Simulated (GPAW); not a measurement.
Wanted: an ASE script for a GPAW 26.7.0 run.

```
Task                : band structure
Functional          : r2SCAN
Potentials or basis : GPAW PAW data sets (gpaw-data 1.2.1)
Cutoff              : 800 eV
Basis               : pw
k mesh              : 4 × 4 × 5
Occupations         : fermi-dirac, width 0.05 eV
Spin                : no spin polarisation
Maxiter             : 150
Band path           : GMKGALHA,LM,KH
Band points         : 60
```

La2O3:

```
CELL_PARAMETERS angstrom
6.26678 0.00000 0.00000
-3.13339 5.42719 0.00000
0.00000 0.00000 3.29977
ATOMIC_POSITIONS crystal
La 0.66667 0.33333 0.50000
La 0.33333 0.66667 0.50000
O 0.50801 0.00000 0.00000
O 0.00000 0.50801 0.00000
O 0.49199 0.49199 0.00000
```

The cell comes from a database or a generator and needn't be the stable form of this composition.

These files were run (other wordings do the same):

run.py

```python
from ase import Atoms
from ase.dft.bandgap import bandgap
from ase.io import write
from ase.units import GPa
from gpaw import GPAW, PW

atoms = Atoms(['La', 'La', 'O', 'O', 'O'],
              cell=[[6.2667802772, 0.0, 0.0],
                    [-3.1333901386, 5.42719092, 0.0],
                    [0.0, 0.0, 3.299766]],
              scaled_positions=[[0.6666666667, 0.3333333333, 0.5],
                                [0.3333333333, 0.6666666667, 0.5],
                                [0.50801399, 0.0, 0.0],
                                [0.0, 0.50801399, 0.0],
                                [0.49198601, 0.49198601, 0.0]],
              pbc=True)

calc = GPAW(mode=PW(800),
            xc='MGGA_X_R2SCAN+MGGA_C_R2SCAN',
            kpts={'size': (4, 4, 5), 'gamma': True},
            occupations={'name': 'fermi-dirac', 'width': 0.05},
            nbands=42,
            convergence={'density': 1e-05, 'energy': 1e-05},
            maxiter=150,
            txt='gpaw.txt')
atoms.calc = calc
energy = atoms.get_potential_energy()
forces = atoms.get_forces()
stress = atoms.get_stress()
calc.write('gs.gpw')
write('result.traj', atoms)
print(f'Energy: {energy:.6f} eV')
print('Forces (eV/A):')
print(forces.round(4))
print('Stress (GPa):', (stress / GPa).round(3))
print('Fermi level:', round(calc.get_fermi_level(), 4), 'eV')
print(f'Gap: {bandgap(calc)[0]:.4f} eV, direct: {bandgap(calc, direct=True)[0]:.4f} eV')

path = atoms.cell.bandpath('GMKGALHA,LM,KH', npoints=60, eps=1e-4)
bs_calc = calc.fixed_density(kpts=path, symmetry='off', nbands=65,
                             convergence={'bands': 'CBM+6.0', 'eigenstates': 1e-6}, txt='bands.txt')
bs = bs_calc.band_structure()
bs.write('bs.json')
print(f'Gap on the path: {bandgap(bs_calc)[0]:.4f} eV')
```

Potentials or basis: GPAW PAW data sets (gpaw-data 1.2.1), pw.

The run is started by

```console
$ OMP_NUM_THREADS=1 python run.py
```

It gave:

* Pressure: 1.7 GPa
* Largest force: 0.048 eV/Å
* Band gap on the k mesh: 2.11 eV, indirect (least direct gap 2.40 eV)
* Band gap along the path: 1.86 eV, indirect (least direct gap 2.40 eV)

Caveat: one-centre terms of the f shell are cut off; the PAW data sets were made with another functional, which shifts forces and pressure a little; spin-orbit coupling is left out, which moves the levels of the heavy elements; the mesh misses the band edges, which the band path finds closer together.

Run time: 20 min on 1 thread of Intel(R) Xeon(R) Platinum 8259CL CPU @ 2.50GHz (Skylake/Cascade Lake), with other jobs on the host, peak memory 1.6 GiB.
